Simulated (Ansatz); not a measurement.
Runs of Ansatz 0.2.0 on FeO (Wuestite). Symmetry: Fm-3m, No. 225, cubic system. Conventional cell: a = 4.311 Å, b = 4.311 Å, c = 4.311 Å, α = 90.00°, β = 90.00°, γ = 90.00°. Fe (site symmetry m-3m) is surrounded by 6 O at 2.16 Å. Around O (site symmetry m-3m) lie 6 Fe at 2.16 Å. 

| task | level | cell | cutoff (eV) | basis error allowed | gap on the mesh (eV) | pressure (GPa) | moment (μB) | V0 of scaled cells (Å³/atom) | B0 (GPa) |
| --- | --- | --- | --- | --- | --- | --- | --- | --- | --- |
| equation of state | PBE | as given | - | 0.0005 eV/atom | - | - | - | 10.00 | 185 |
| single point | PBE | atoms moved at random, drawn with an rms of 0.05 Å | 370 | 0.001 eV/atom | none | 0.2 | 4.00 | - | - |
| equation of state | PBEsol | as given | - | 0.001 eV/atom | - | - | - | 9.57 | (b) |
| single point | PBE | as given | 349 | 0.001 eV/atom | none | (a) | 4.00 | - | - |

Alike in all rows: potentials or basis all-electron LAPW, scalar-relativistic; spin collinear, ferromagnetic start; k mesh 11 × 11 × 11; smearing fermi-dirac 0.05 eV.

**Question.** Estimate the missing entries.

**Answer.** (a) -0.3; (b) 208.

Caveats: a cell with one magnetic atom can't hold antiferromagnetic order, which such compounds often take (some runs); semilocal functionals often make such compounds metallic where correlation or magnetic order opens a gap, which also shifts bond lengths (some runs).

A gap of «none» marks a metal or a gap under the smearing width.
